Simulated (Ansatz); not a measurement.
**AlN: how the settings move a single-point run**

How sensitive is a single-point run of AlN to its settings? A reference run comes first, then one run with altered input.

Computed with Ansatz 0.2.0 (reference: DFT, LDA, PAW with Ansatz's default frozen-core files, scalar-relativistic, unless a step's input says otherwise).

1 further run of the same task is left out (it didn't finish). Runs told in other sessions of the task aren't counted.

### Step 1. The starting structure

The structure is cubic, space group Fm-3m (No. 225). Conventional cell: a = 3.903 Å, b = 3.903 Å, c = 3.903 Å, α = 90.00°, β = 90.00°, γ = 90.00°. Al (site symmetry m-3m) is surrounded by 6 N at 1.95 Å. Around N (site symmetry m-3m) lie 6 Al at 1.95 Å.

Structure file:

```xyz
2
Lattice="0.0000 1.9513 1.9513 1.9513 0.0000 1.9513 1.9513 1.9513 0.0000" Properties=species:S:1:pos:R:3 pbc="T T T"
Al    0.0000    0.0000    0.0000
N     1.9513    1.9513    1.9513
```

### Step 2. Baseline

File input.yaml:

```yaml
crystal:
  lattice:
    - [0.0, 1.9512669932, 1.9512669932]
    - [1.9512669932, 0.0, 1.9512669932]
    - [1.9512669932, 1.9512669932, 0.0]
  atoms:
    - { symbol: Al, position: [0.0, 0.0, 0.0] }
    - { symbol: "N", position: [0.5, 0.5, 0.5] }
kpoints:
  mp_grid: { grid: [10, 10, 10] }
scf:
  occupations: { method: fermi_dirac, width: 0.02 }
hamiltonian:
  xc: lda
  pseudopotentials: { kind: paw }
output:
  forces: true
  stress: true
  eigenvalues: true
  efg: { contact_densities: true }
  write_density: true
  write_potential: true
  elf: true
  volumetric_format: npy
```

Launch:

```
> ansatz run input.yaml --threads 1 --pin off --max-ram 2048MiB --backend cpu --events-out ev --progress --plain --runs-dir out
```

### Step 3. Changing settings: occupations.method cold, occupations.width 0.2, scf.algorithm density_mixing

Changes to input.yaml since step 2:

```diff
@@ -11,3 +11,4 @@
 scf:
-  occupations: { method: fermi_dirac, width: 0.02 }
+  occupations: { method: cold, width: 0.2 }
+  algorithm: density_mixing
 hamiltonian:
@@ -20,5 +21 @@
   efg: { contact_densities: true }
-  write_density: true
-  write_potential: true
-  elf: true
-  volumetric_format: npy
```

What does the calculation give? Wanted: for each run, ending; energy change; pressure; gap; force.

**Answer**, as computed:

```csv
run,ending,energy change,pressure (GPa),gap (eV),force (eV/Å),cycles,time
reference,converged,0,26.8,4.98,0.00,6,1.7 s
"1: occupations.method cold, occupations.width 0.2, scf.algorithm density_mixing",converged,0.0 meV/atom (σ→0),26.8,4.98,0.00,6,1.6 s
```

Times don't compare one to one where runs were asked for different outputs or read a saved state (see the inputs); cycles may leave out searches for a lower state.

Residual by cycle in the longest SCF loop of each run; runs are numbered as in the table. The quantity is the density residual dr2, in eV.

```csv
cycle,reference,run 1
1,0.0204,0.0204
2,0.00149,0.00149
3,1.7e-4,1.7e-4
4,1.3e-6,1.2e-6
5,1.5e-9,1.6e-9
6,9.3e-11,9.7e-11
```

The changed input (smearing and solver) leaves the energy the same to the digits printed. The structure is not at rest: the sound run finds 27 GPa, so these are no properties of the relaxed crystal. 

The gaps are Kohn-Sham values of a semilocal functional, not quasiparticle or optical gaps. Such gaps usually fall short of the measured ones.
